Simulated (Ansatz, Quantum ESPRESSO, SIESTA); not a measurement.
MgS: programs and potentials compared

```
CELL_PARAMETERS angstrom
4.03462 0.00000 0.00000
-2.01731 3.49409 0.00000
0.00000 0.00000 6.43229
ATOMIC_POSITIONS crystal
S 0.66667 0.33333 0.87924
S 0.33333 0.66667 0.37924
Mg 0.33333 0.66667 0.99575
Mg 0.66667 0.33333 0.49575
```

The cell comes from a database or a generator and needn't be the stable form of this composition.

Alike in all runs: task band structure; functional PBEsol; k mesh 8 × 8 × 4; occupations fermi-dirac, width 0.05 eV; no spin polarisation; no spin-orbit coupling. Pressure is positive in compression and, in plane waves, holds the error of the finite cutoff, which Ansatz's Pulay term estimates and takes out. Gaps are the smaller of the mesh's and the band path's.

```tsv
program and potentials	plane-wave cutoff (eV)	notes	band gap (eV)	pressure (GPa)
SIESTA, files PseudoDojo sr-pbesol-0.4.1-standard, DZP (energy shift 0.003 Ry; two zetas on semicore shells)	-	atomic basis; 8 valence electrons an atom on average	3.26	1.37
Ansatz, PAW datasets made for the crystal	200	4 valence electrons an atom on average	3.27	-0.34
Quantum ESPRESSO, GBRV 1.5 PBEsol	612	8 valence electrons an atom on average	3.27	-0.41
Ansatz, all-electron LAPW, scalar-relativistic	-	-	3.27	-0.33
```

Force on atom 3 (Mg), eV/Å:

```tsv
program and potentials	x	y	z
SIESTA, files PseudoDojo sr-pbesol-0.4.1-standard, DZP (energy shift 0.003 Ry; two zetas on semicore shells)	0.000	0.000	0.043
Ansatz, PAW datasets made for the crystal	0.000	0.000	0.045
Quantum ESPRESSO, GBRV 1.5 PBEsol	0.000	0.000	0.045
Ansatz, all-electron LAPW, scalar-relativistic	0.000	0.000	0.045
```

The band gap spans 3.26 (SIESTA, files PseudoDojo sr-pbesol-0.4.1-standard, DZP (energy shift 0.003 Ry; two zetas on semicore shells)) to 3.27 eV (Ansatz, PAW datasets made for the crystal), with all-electron results at 3.27. The pressure spans -0.41 (Quantum ESPRESSO, GBRV 1.5 PBEsol) to 1.37 GPa (SIESTA, files PseudoDojo sr-pbesol-0.4.1-standard, DZP (energy shift 0.003 Ry; two zetas on semicore shells)), with all-electron results at -0.33. The pressure on the cell as given of SIESTA, files PseudoDojo sr-pbesol-0.4.1-standard, DZP (energy shift 0.003 Ry; two zetas on semicore shells) lies far from the others; the cause wasn't traced. Rows in atomic bases carry the error of their basis and grid, which can be large.

The functional is the same throughout but for its coding, so the spread measures potentials, basis and numerics; runs on potential files found faulty are left out.
